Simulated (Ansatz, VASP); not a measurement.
## Cu: VASP beside Ansatz

```
Cu
1.0
     5.11238    0.00000    0.00000
     2.55619    4.42745    0.00000
     0.00000    0.00000   20.17424
Cu
12
Direct
  0.16667 0.16667 0.39655
  0.66667 0.16667 0.39655
  0.16667 0.66667 0.39655
  0.66667 0.66667 0.39655
  0.83333 0.33333 0.49944
  0.33333 0.33333 0.49944
  0.83333 0.83333 0.49944
  0.33333 0.83333 0.49944
  0.00000 0.00000 0.60234
  0.50000 0.00000 0.60234
  0.00000 0.50000 0.60234
  0.50000 0.50000 0.60234
```

Alike in both runs: functional PBE; k mesh 4 × 4 × 1; occupations gaussian, width 0.1 eV; no spin polarisation.

Ansatz relaxed the structure, and its values are those at the end. VASP's run is a single point on that final structure, the one shown.

```csv
,VASP,Ansatz
version,VASP 6.6.1,Ansatz 0.2.0
potentials or method,"VASP PAW PBE potentials, release 64 (Cu)","scalar-relativistic, plane waves, PAW"
plane-wave cutoff (eV),520,420
valence electrons in the cell,132,228
```

VASP gave:

| Property | Result |
| --- | --- |
| rms of the force components (eV/Å) | 0.010 |

Task: Which values does Ansatz return?

Result: rms of the force components (eV/Å): 0.001.

The two sets of potentials don't hold the same shells in valence.
